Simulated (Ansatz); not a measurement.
# CuI: the cost of one run

Method: reference: DFT, HSE06, plane waves, PAW, in Ansatz 0.2.0.

5 further runs of the same task are left out: 2 for a known fault of the program, 3 that didn't finish.

### 1 The structure to begin with

Symmetry: Fm-3m, No. 225, cubic system. Conventional cell: a = 5.712 Å, b = 5.712 Å, c = 5.712 Å, α = 90.00°, β = 90.00°, γ = 90.00°. Around Cu (site symmetry m-3m) lie 6 I at 2.86 Å. I (site symmetry m-3m) has 6 Cu at 2.86 Å as nearest neighbours.

Structure file:

```cif
data_structure
_symmetry_space_group_name_H-M 'P 1'
_symmetry_Int_Tables_number 1
_cell_length_a 4.0391
_cell_length_b 4.0391
_cell_length_c 4.0391
_cell_angle_alpha 60.000
_cell_angle_beta 60.000
_cell_angle_gamma 60.000
_cell_volume 46.60
loop_
_atom_site_label
_atom_site_type_symbol
_atom_site_fract_x
_atom_site_fract_y
_atom_site_fract_z
_atom_site_occupancy
Cu1 Cu 0.00000 0.00000 0.00000 1
I1 I 0.50000 0.50000 0.50000 1
```

### 2 Reference

input.yaml reads:

```yaml
crystal:
  lattice:
    - [0.0, 2.8561103336, 2.8561103336]
    - [2.8561103336, 0.0, 2.8561103336]
    - [2.8561103336, 2.8561103336, 0.0]
  atoms:
    - { symbol: Cu, position: [0.0, 0.0, 0.0] }
    - { symbol: I, position: [0.5, 0.5, 0.5] }
kpoints:
  mp_grid: { grid: [4, 4, 4] }
hamiltonian:
  xc: hse06
scf:
  occupations: { method: fermi_dirac, width: 0.02 }
  n_extra_bands: 4
output:
  forces: true
  stress: true
  eigenvalues: true
```

Launch:

```
ansatz run input.yaml --threads 4 --pin off --max-ram 3686MiB --backend cpu --events-out ev --progress --plain --runs-dir out
```

What time and memory should one allow on 4 threads of an x86-64 CPU, shared host?

About 24 s, with a peak of 0.77 GiB.
